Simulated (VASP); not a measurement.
# TlBr (Pm-3m) in VASP: single point with r2SCAN

Aim: the single point of TlBr with r2SCAN.

All numbers are computed with VASP 6.6.1; they aren't measurements. Logs are shortened: lines on timing, memory, paths and dates and some standing lists are left out, and cuts for length are marked.

**1. The crystal as given**

It takes space group Pm-3m (No. 221, cubic). The conventional cell has a = 3.970 Å, b = 3.970 Å, c = 3.970 Å, α = 90.00°, β = 90.00°, γ = 90.00°. Tl (site symmetry m-3m) is surrounded by 8 Br at 3.44 Å. Around Br (site symmetry m-3m) lie 8 Tl at 3.44 Å.

**2. Single point, r2SCAN**

POSCAR reads:

```
TlBr
1.0
    3.9700000000      0.0000000000      0.0000000000
    0.0000000000      3.9700000000      0.0000000000
    0.0000000000      0.0000000000      3.9700000000
Tl Br
1 1
Direct
    0.0000000000      0.0000000000      0.0000000000
    0.5000000000      0.5000000000      0.5000000000
```

INCAR.step1 reads:

```
SYSTEM = TlBr
ALGO = Normal
EDIFF = 1E-4
ENCUT = 520
GGA = PE
ISMEAR = 0
LASPH = .TRUE.
LCHARG = .FALSE.
LREAL = .FALSE.
LWAVE = .TRUE.
NBANDS = 17
NELM = 100
PREC = Accurate
SIGMA = 0.1
```

INCAR.step2 reads:

```
SYSTEM = TlBr
ALGO = Normal
EDIFF = 1E-6
ENCUT = 520
ISIF = 2
ISMEAR = 0
ISTART = 1
LASPH = .TRUE.
LCHARG = .FALSE.
LMIXTAU = .TRUE.
LREAL = .FALSE.
LWAVE = .FALSE.
METAGGA = R2SCAN
NBANDS = 17
NELM = 100
PREC = Accurate
SIGMA = 0.1
```

KPOINTS reads:

```
k-points
0
G
  4 4 4
  0 0 0
```

Potentials or basis: VASP PAW PBE potentials, release 64 (Tl_d, Br).

Started as:

```
cat potpaw_PBE.64/Tl_d/POTCAR potpaw_PBE.64/Br/POTCAR > POTCAR
cp INCAR.step1 INCAR
mpirun -np 1 vasp_std > vasp.out
cp INCAR.step2 INCAR
mpirun -np 1 vasp_std > vasp.out
```

OUTCAR:

```text
SYSTEM = TlBr
   EDIFF = 1E-6
   ENCUT = 520
   ISIF = 2
   ISMEAR = 0
   ISTART = 1
   LASPH = .TRUE.
   LREAL = .FALSE.
   METAGGA = R2SCAN
   NELM = 100
   PREC = Accurate

 ion  position               nearest neighbor table
   1  0.000  0.000  0.000-   2 3.44   2 3.44   2 3.44   2 3.44   2 3.44   2 3.44   2 3.44   2 3.44

   2  0.500  0.500  0.500-   1 3.44   1 3.44   1 3.44   1 3.44   1 3.44   1 3.44   1 3.44   1 3.44

  LATTYP: Found a simple cubic cell.
 ALAT       =     3.9700000000

  Lattice vectors:

 A1 = (   3.9700000000,   0.0000000000,   0.0000000000)
 A2 = (   0.0000000000,   3.9700000000,   0.0000000000)
 A3 = (   0.0000000000,   0.0000000000,   3.9700000000)

Analysis of symmetry for initial positions (statically):
=====================================================================
 Subroutine PRICEL returns:
 Original cell was already a primitive cell.

 Routine SETGRP: Setting up the symmetry group for a
 simple cubic supercell.

 Subroutine GETGRP returns: Found 48 space group operations
 (whereof 48 operations were pure point group operations)
 out of a pool of 48 trial point group operations.

The static configuration has the point symmetry O_h .

Analysis of symmetry for dynamics (positions and initial velocities):
=====================================================================
 Subroutine PRICEL returns:
 Original cell was already a primitive cell.

 Routine SETGRP: Setting up the symmetry group for a
 simple cubic supercell.

 Subroutine GETGRP returns: Found 48 space group operations
 (whereof 48 operations were pure point group operations)
 out of a pool of 48 trial point group operations.

The dynamic configuration has the point symmetry O_h .

 Subroutine INISYM returns: Found 48 space group operations
 (whereof 48 operations are pure point group operations),
 and found     1 'primitive' translations

----------------------------------------------------------------------------------------

                                     Primitive cell

  volume of cell :      62.5708

  direct lattice vectors                    reciprocal lattice vectors
     3.970000000  0.000000000  0.000000000     0.251889169  0.000000000  0.000000000
     0.000000000  3.970000000  0.000000000     0.000000000  0.251889169  0.000000000
     0.000000000  0.000000000  3.970000000     0.000000000  0.000000000  0.251889169

  length of vectors
     3.970000000  3.970000000  3.970000000     0.251889169  0.251889169  0.251889169

  position of ions in fractional coordinates (direct lattice)
     0.000000000  0.000000000  0.000000000
     0.500000000  0.500000000  0.500000000

  ion indices of the primitive-cell ions
   primitive index   ion index
                 1           1
                 2           2

----------------------------------------------------------------------------------------

 KPOINTS: k-points

Automatic generation of k-mesh.
 Grid dimensions read from file:
 generate k-points for:    4    4    4

 Generating k-lattice:

  Cartesian coordinates                     Fractional coordinates (reciprocal lattice)
     0.062972292  0.000000000  0.000000000     0.250000000  0.000000000  0.000000000
     0.000000000  0.062972292  0.000000000     0.000000000  0.250000000  0.000000000
     0.000000000  0.000000000  0.062972292     0.000000000  0.000000000  0.250000000

  Length of vectors
     0.062972292  0.062972292  0.062972292

  Shift w.r.t. Gamma in fractional coordinates (k-lattice)
     0.000000000  0.000000000  0.000000000

 Subroutine IBZKPT returns following result:
 ===========================================

 Found     10 irreducible k-points:

 Following reciprocal coordinates:
            Coordinates               Weight
  0.000000  0.000000  0.000000      1.000000
  0.250000  0.000000  0.000000      6.000000
  0.500000  0.000000  0.000000      3.000000
  0.250000  0.250000  0.000000     12.000000
  0.500000  0.250000  0.000000     12.000000
  0.500000  0.500000  0.000000      3.000000
  0.250000  0.250000  0.250000      8.000000
  0.500000  0.250000  0.250000     12.000000
  0.500000  0.500000  0.250000      6.000000
  0.500000  0.500000  0.500000      1.000000
   k-points           NKPTS =     10   k-points in BZ     NKDIM =     10   number of bands    NBANDS=     17
   number of dos      NEDOS =    301   number of ions     NIONS =      2
   total plane-waves  NPLWV =  27000
   dimension x,y,z NGX =    30 NGY =   30 NGZ =   30
   dimension x,y,z NGXF=    60 NGYF=   60 NGZF=   60
   ions per type =               1   1
   NGX,Y,Z   is equivalent  to a cutoff of  12.56, 12.56, 12.56 a.u.
   NGXF,Y,Z  is equivalent  to a cutoff of  25.13, 25.13, 25.13 a.u.
 SYSTEM =  TlBr
   PREC   = accura    normal or accurate (medium, high low for compatibility)
   ISTART =      1    job   : 0-new  1-cont  2-samecut
   ICHARG =      0    charge: 1-file 2-atom 10-const
   ISPIN  =      1    spin polarized calculation?
   LNONCOLLINEAR =      F non collinear calculations
   LSORBIT =      F    spin-orbit coupling
   LASPH  =      T    aspherical Exc in radial PAW
   ENCUT  =  520.0 eV  38.22 Ry    6.18 a.u.   7.38  7.38  7.38*2*pi/ulx,y,z
   NELM   =    100;   NELMIN=  2; NELMDL=  0     # of ELM steps
   EDIFF  = 0.1E-05   stopping-criterion for ELM
   LREAL  =      F    real-space projection
   EDIFFG = 0.1E-04   stopping-criterion for IOM
   NSW    =      0    number of steps for IOM
   IBRION =     -1    ionic relax: 0-MD 1-quasi-New 2-CG
   NFREE  =      0    steps in history (QN), initial steepest desc. (CG)
   ISIF   =      2    stress and relaxation
   ISYM   =      2    0-nonsym 1-usesym 2-fastsym
   POTIM  = 0.5000    time-step for ionic-motion
   TEBEG  =    0.0;   TEEND  =   0.0 temperature during run
   PSTRESS=    0.0 pullay stress
   NELECT =      20.0000    total number of electrons
   NUPDOWN=      -1.0000    fix difference up-down
   EMIN   =  10.00;   EMAX   =-10.00  energy-range for DOS
   EFERMI =   0.00;   METHOD = LEGACY
   ISMEAR =     0;   SIGMA  =   0.10  broadening in eV -4-tet -1-fermi 0-gaus
   EFERMI_NEDOS =   21; number of points for ismear=-14 and -15
   IALGO  =     38    algorithm
   IMIX   =      4    mixing-type and parameters
     AMIX     =   0.40;   BMIX     =  1.00
     AMIX_MAG =   1.60;   BMIX_MAG =  1.00
  volume/ion in A,a.u.               =      31.29       211.12
  Fermi-wavevector in a.u.,A,eV,Ry     =   1.119337  2.115241 17.046958  1.252916
  Thomas-Fermi vector in A             =   2.255976
   LORBIT       =      0    0 simple, 1 ext, 2 COOP (PROOUT), +10 PAW based schemes
   METAGGA = R2SCAN    functional components
   LHFCALC =     F    Hartree Fock is set to
   AEXX    =    0.0000 exact exchange contribution
   IVDW    =     0    specifies the selected vdW correction
   LEPSILON=     F    determine dielectric tensor
   LRPA    =     F    only Hartree local field effects (RPA)
 non-spin polarized calculation
 Gauss-broadening in eV      SIGMA  =   0.10
  energy-cutoff  :      520.00
  volume of cell :       62.57
 maximum number of plane-waves:      1743
 NGX is ok and might be reduce to    30
   NGX = 15   NGY = 15   NGZ = 15

 number of electron      20.0000004 magnetization

 Free energy of the ion-electron system (eV)
  ---------------------------------------------------
  ext. energy  EPLUGINS =         0.00000000
  ---------------------------------------------------
  free energy    TOTEN  =       -68.36982740 eV

  energy without entropy =      -68.36982740  energy(sigma->0) =      -68.36982740

 E-fermi :   2.6751     XC(G=0):  -9.4628

 val. band max:        2.1684193267   @ k =   0.5000   0.0000   0.0000
 cond. band min:       4.4465194440   @ k =   0.5000   0.0000   0.0000
 fundamental gap:      2.2781001174
 Fermi energy:         2.6751468555

 k-point     1 :       0.0000    0.0000    0.0000
  band No.  band energies     occupation
      1     -12.1059      2.00000
      2      -8.3155      2.00000
      3      -8.3155      2.00000
      4      -8.1299      2.00000
      5      -8.1299      2.00000
      6      -8.1299      2.00000
[... 9 lines left out ...]
     16      14.1796      0.00000
     17      16.3393      0.00000

 k-point     2 :       0.2500    0.0000    0.0000
  band No.  band energies     occupation
      1     -11.9856      2.00000
      2      -8.3104      2.00000
      3      -8.2485      2.00000
      4      -8.1608      2.00000
      5      -8.1608      2.00000
      6      -8.1271      2.00000
[... 9 lines left out ...]
     16      14.9567      0.00000
     17      16.1564      0.00000

 k-point     3 :       0.5000    0.0000    0.0000
  band No.  band energies     occupation
      1     -11.8570      2.00000
      2      -8.3052      2.00000
      3      -8.1913      2.00000
      4      -8.1913      2.00000
      5      -8.1848      2.00000
      6      -8.1243      2.00000
[... 9 lines left out ...]
     16      16.2710      0.00000
     17      16.4337      0.00000

 k-point     4 :       0.2500    0.2500    0.0000
  band No.  band energies     occupation
      1     -11.8935      2.00000
      2      -8.2766      2.00000
      3      -8.2052      2.00000
      4      -8.1639      2.00000
      5      -8.1582      2.00000
      6      -8.1515      2.00000
[... 9 lines left out ...]
     16      13.7114      0.00000
     17      14.2213      0.00000

 k-point     5 :       0.5000    0.2500    0.0000
  band No.  band energies     occupation
      1     -11.7975      2.00000
      2      -8.2638      2.00000
      3      -8.1823      2.00000
      4      -8.1624      2.00000
      5      -8.1489      2.00000
      6      -8.1422      2.00000
[... 9 lines left out ...]
     16      14.3074      0.00000
     17      15.0621      0.00000

 k-point     6 :       0.5000    0.5000    0.0000
  band No.  band energies     occupation
      1     -11.7370      2.00000
      2      -8.2407      2.00000
      3      -8.1733      2.00000
      4      -8.1733      2.00000
      5      -8.1269      2.00000
      6      -8.0823      2.00000
[... 9 lines left out ...]
     16      13.3237      0.00000
     17      13.3237      0.00000

 k-point     7 :       0.2500    0.2500    0.2500
  band No.  band energies     occupation
      1     -11.8086      2.00000
      2      -8.2041      2.00000
      3      -8.2041      2.00000
      4      -8.1871      2.00000
      5      -8.1871      2.00000
      6      -8.1391      2.00000
[... 9 lines left out ...]
     16      13.9832      0.00000
     17      16.5365      0.00000

 k-point     8 :       0.5000    0.2500    0.2500
  band No.  band energies     occupation
      1     -11.7201      2.00000
      2      -8.2282      2.00000
      3      -8.1965      2.00000
      4      -8.1860      2.00000
      5      -8.1504      2.00000
      6      -8.1259      2.00000
[... 9 lines left out ...]
     16      13.8563      0.00000
     17      17.3707      0.00000

 k-point     9 :       0.5000    0.5000    0.2500
  band No.  band energies     occupation
      1     -11.6397      2.00000
      2      -8.2207      2.00000
      3      -8.2207      2.00000
      4      -8.1931      2.00000
      5      -8.1600      2.00000
      6      -8.0808      2.00000
[... 9 lines left out ...]
     16      14.7822      0.00000
     17      17.5575      0.00000

 k-point    10 :       0.5000    0.5000    0.5000
  band No.  band energies     occupation
      1     -11.5357      2.00000
      2      -8.2667      2.00000
      3      -8.2667      2.00000
      4      -8.2667      2.00000
      5      -8.0793      2.00000
      6      -8.0793      2.00000
[... 9 lines left out ...]
     16      15.9555      0.00000
     17      19.5374      0.00000

------------------------ aborting loop because EDIFF is reached ----------------------------------------

  FORCE on cell =-STRESS in cart. coord.  units (eV):
  Direction    XX          YY          ZZ          XY          YZ          ZX
  --------------------------------------------------------------------------------------
  -------------------------------------------------------------------------------------
  Total        0.2302360      0.2302360      0.2302360      0.0000000      0.0000000      0.0000000
  in kB        5.8953873      5.8953873      5.8953873      0.0000000      0.0000000      0.0000000
  external PRESSURE =       5.8953873 kB  Pullay stress =       0.0000000 kB

 VOLUME and BASIS-vectors are now :
 -----------------------------------------------------------------------------
  energy-cutoff  :      520.00
  volume of cell :       62.57
      direct lattice vectors                 reciprocal lattice vectors
     3.970000000  0.000000000  0.000000000     0.251889169  0.000000000  0.000000000
     0.000000000  3.970000000  0.000000000     0.000000000  0.251889169  0.000000000
     0.000000000  0.000000000  3.970000000     0.000000000  0.000000000  0.251889169

 POSITION                                       TOTAL-FORCE (eV/Angst)
 -----------------------------------------------------------------------------------
      0.00000      0.00000      0.00000         0.000000      0.000000      0.000000
      1.98500      1.98500      1.98500         0.000000      0.000000      0.000000
 -----------------------------------------------------------------------------------
    total drift:                                0.000000     -0.000000     -0.000000

  FREE ENERGIE OF THE ION-ELECTRON SYSTEM (eV)
  ---------------------------------------------------
  free  energy   TOTEN  =       -68.3698273979 eV

  energy  without entropy=      -68.3698273979  energy(sigma->0) =      -68.36982740
```

Run time: 39 s. Hardware: 1 thread of Intel Xeon Platinum 8488C (Sapphire Rapids), shared host; peak memory 0.17 GiB.

Results:

```
Free energy            : -68.3698 eV
Pressure               : 0.6 GPa
Band gap on the k mesh : 2.28 eV, direct
```

Levels at points of the mesh, in eV from the valence-band top:
```csv
k point,band 6,band 7,band 8,band 9,band 10,band 11,band 12,band 13,band 14,band 15
"(0.00, 0.00, 0.00)",-10.30,-4.62,-1.39,-1.39,-1.39,7.53,7.53,7.75,7.75,7.75
"(0.50, 0.00, 0.00)",-10.29,-5.64,-0.89,-0.89,0.00,2.28,6.23,6.23,8.56,11.07
"(0.50, 0.50, 0.00)",-10.25,-3.75,-3.03,-3.03,-0.81,5.28,5.28,7.90,8.35,10.96
"(0.50, 0.50, 0.50)",-10.25,-2.74,-2.03,-2.03,-2.03,2.48,2.48,2.48,13.79,13.79
```

Caveat: the PAW data sets were made with another functional, which shifts forces and pressure a little; spin-orbit coupling is left out, which as a rule narrows the gap of such compounds by several tenths of an eV. A k mesh can miss the band edges.
